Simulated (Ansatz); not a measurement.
## Relaxing Al

These are results of DFT PBEsol+D3(BJ), scalar-relativistic, plane waves, PAW (Ansatz), not measurements. (420 eV cutoff, 24×24×12 k-mesh, Gaussian smearing of 0.10 eV, no spin polarisation)

What was changed: biaxial strain in the a-b plane, c and atoms relaxed: -1.0 %.

Command:

```bash
ansatz run input.yaml --threads 1 --pin off --max-ram 2560MiB --backend cpu --events-out ev --progress --plain --runs-dir out
```

Input:

```yaml
crystal:
  lattice:
    - [2.7623565938, 0.0, 0.0]
    - [-1.3811782969, 2.3922709845, 0.0]
    - [0.0, 0.0, 4.6758051822]
  atoms:
    - { symbol: Al, position: [0.6666666667, 0.3333333333, 0.75] }
    - { symbol: Al, position: [0.3333333333, 0.6666666667, 0.25] }
basis:
  ecutwfc: 420
kpoints:
  mp_grid: { grid: [24, 24, 12] }
hamiltonian:
  xc: pbesol
  dispersion: d3bj
scf:
  occupations: { method: gaussian, width: 0.1 }
output:
  forces: true
  stress: true
  eigenvalues: true
relax:
  adjacent_minimum: "off"
  f_tol: 0.008
  max_steps: 40
  cell: { stress_tol: 0.015, fix: [a, b, gamma] }
```

F is the free energy. Steps run on the plane waves of an earlier cell, but the last one, and at times one on the way, on a freshly chosen basis, so a repeated geometry can differ a little in energy. The held parts of the cell keep their stress, so P needn't end at zero.

Steps:

```csv
step,F − F(1) (eV),largest force component (eV/Å),V (Å³/atom),P (GPa)
1,0.0000,0.000,15.450,1.42
2,-0.0005,0.000,15.374,1.85
3,-0.0005,0.000,15.370,1.87
4,-0.0005,0.000,15.370,1.87
```

Relaxed structure:

```yaml
crystal:
  lattice:
    - [2.76236, 0.00000, 0.00000]
    - [-1.38118, 2.39227, 0.00000]
    - [0.00000, 0.00000, 4.65160]
  atoms:
    - { symbol: Al, position: [0.66667, 0.33333, 0.75000] }
    - { symbol: Al, position: [0.33333, 0.66667, 0.25000] }
```

The structure is hexagonal, space group P6_3/mmc (No. 194). The conventional cell has a = 2.762 Å, b = 2.762 Å, c = 4.652 Å, α = 90.00°, β = 90.00°, γ = 120.00°. Al (site symmetry -6m2) has 12 Al at 2.76 to 2.82 Å as nearest neighbours.

The run converged. It took 7.8 s on 1 thread of AMD EPYC 9R45 96-Core Processor (Zen 5) (shared host), peak memory 0.47 GiB.